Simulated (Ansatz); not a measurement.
Rocksalt BaTe, relaxed with r2SCAN. Space group Fm-3m (No. 225), cubic; conventional cell a = 7.065 Å, 44.08 Å³ an atom. Ba is surrounded by 6 Te at 3.53 Å; Te is surrounded by 6 Ba at 3.53 Å.

```cif
data_structure
_symmetry_space_group_name_H-M 'P 1'
_symmetry_Int_Tables_number 1
_cell_length_a 4.9955
_cell_length_b 4.9955
_cell_length_c 4.9955
_cell_angle_alpha 60.000
_cell_angle_beta 60.000
_cell_angle_gamma 60.000
_cell_volume 88.15
loop_
_atom_site_label
_atom_site_type_symbol
_atom_site_fract_x
_atom_site_fract_y
_atom_site_fract_z
_atom_site_occupancy
Ba1 Ba 0.00000 0.00000 0.00000 1
Te1 Te 0.50000 0.50000 0.50000 1
```

4 runs of the plane-wave code Ansatz on this cell differ in the functional (and in the settings that go with it). Levels are in eV from each run's valence top; v1 is the last filled band, c1 the first empty one.

Run A, mean stress 0.0 GPa (compression positive):

| point | v4 | v3 | v2 | v1 | c1 | c2 |
| --- | --- | --- | --- | --- | --- | --- |
| Γ | -9.43 | 0.00 | 0.00 | 0.00 | 2.87 | 3.02 |
| X | -9.24 | -1.06 | -0.35 | -0.35 | 1.65 | 4.47 |
| U | -9.06 | -1.18 | -0.99 | -0.70 | 2.64 | 4.94 |

Run B, mean stress 0.0 GPa (compression positive):

| point | v4 | v3 | v2 | v1 | c1 | c2 |
| --- | --- | --- | --- | --- | --- | --- |
| Γ | -9.70 | 0.00 | 0.00 | 0.00 | 3.43 | 3.43 |
| X | -9.50 | -1.08 | -0.36 | -0.36 | 2.00 | 4.97 |
| U | -9.32 | -1.16 | -1.00 | -0.70 | 3.02 | 5.42 |

Run C, mean stress -0.2 GPa (compression positive):

| point | v4 | v3 | v2 | v1 | c1 | c2 |
| --- | --- | --- | --- | --- | --- | --- |
| Γ | -10.38 | 0.00 | 0.00 | 0.00 | 4.30 | 4.53 |
| X | -10.14 | -1.26 | -0.42 | -0.42 | 3.00 | 6.08 |
| U | -9.94 | -1.31 | -1.15 | -0.79 | 4.07 | 6.61 |

Run D, mean stress -0.2 GPa (compression positive):

| point | v4 | v3 | v2 | v1 | c1 | c2 |
| --- | --- | --- | --- | --- | --- | --- |
| Γ | -10.31 | 0.00 | 0.00 | 0.00 | 3.66 | 3.84 |
| X | -10.07 | -1.20 | -0.41 | -0.41 | 2.35 | 5.38 |
| U | -9.86 | -1.27 | -1.10 | -0.76 | 3.40 | 5.91 |

Question: Match the runs to PBE, r2SCAN, HSE06, PBE0.

Answer: A is PBE, B is r2SCAN, C is PBE0, D is HSE06. In order of the gap: PBE 1.65, r2SCAN 2.00, HSE06 2.35, PBE0 3.00 eV.

The values are computed, spin-unpolarised, and not measurements.

No spin-orbit coupling is included; it can move band edges with weight on the heavy atoms by tenths of an eV.

The program warns that its thresholds are loose for a hybrid's stress.

The meshes of the hybrids are coarse, so their gaps aren't converged to the digits shown.
